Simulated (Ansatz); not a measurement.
BaTiO3, a strained cell with displaced atoms

```
CELL_PARAMETERS angstrom
4.07902 -0.02396 0.00994
-0.01364 4.06325 0.01706
0.02019 0.02723 4.01856
ATOMIC_POSITIONS crystal
Ba 0.01036 0.02488 0.00764
Ti 0.48825 0.45487 0.48627
O 0.51073 0.47912 0.99000
O 0.03092 0.51386 0.52981
O 0.52898 0.01006 0.55317
```

Method: r2SCAN, no spin polarisation; PAW, plane waves to 500 eV, 5×5×5 Γ-centred mesh, fermi-dirac occupations (width 0.1 eV) (Ansatz 0.2.0), atoms fixed.

**Question.** Describe some of the short contacts.

**Answer.** Ti–O at 1.83 Å: least valence density 0.99 e/Å³ and ELF 0.26 there. Ba–O at 2.69 Å: least valence density 0.22 e/Å³ and ELF 0.10 there, a closed-shell (ionic or weak) contact. These are pseudo-fields; inside the PAW spheres they differ from the all-electron ones.

**Question.** Is the cell too large or too small?

**Answer.** The pressure is -2.5 GPa (compression positive), so with the atoms held at these fractions the cell would first shrink; the forces are large, so a full relaxation may end otherwise. The principal stresses -4.8, -3.8, 1.1 GPa differ, so its shape would change too.

**Question.** Is it stable against the elements?

**Answer.** -3.32 eV an atom against the elements' usual phases (free molecules for gases, crystals otherwise, with no correction for O₂ or N₂), so it is bound against them; other compounds may still compete. Relaxing would lower it.

**Question.** Metal or insulator? Give the gap.

**Answer.** The gap on the k mesh is 2.73 eV; the mesh may miss the band edges, so the true gap of this level can be smaller.

**Question.** Where is the largest force?

**Answer.** The largest is on O3: 1.95 eV/Å, components (0.19, 0.38, 1.90). It makes 16° with the line to a nearest neighbour, Ti2 at 2.00 Å, pointing towards it.

Origin: a strained cell with displaced atoms, so it need not be a known compound. Caveats: an odd or shifted mesh can miss the band edges, so this level's true gap may be smaller; atoms or cell far from equilibrium.
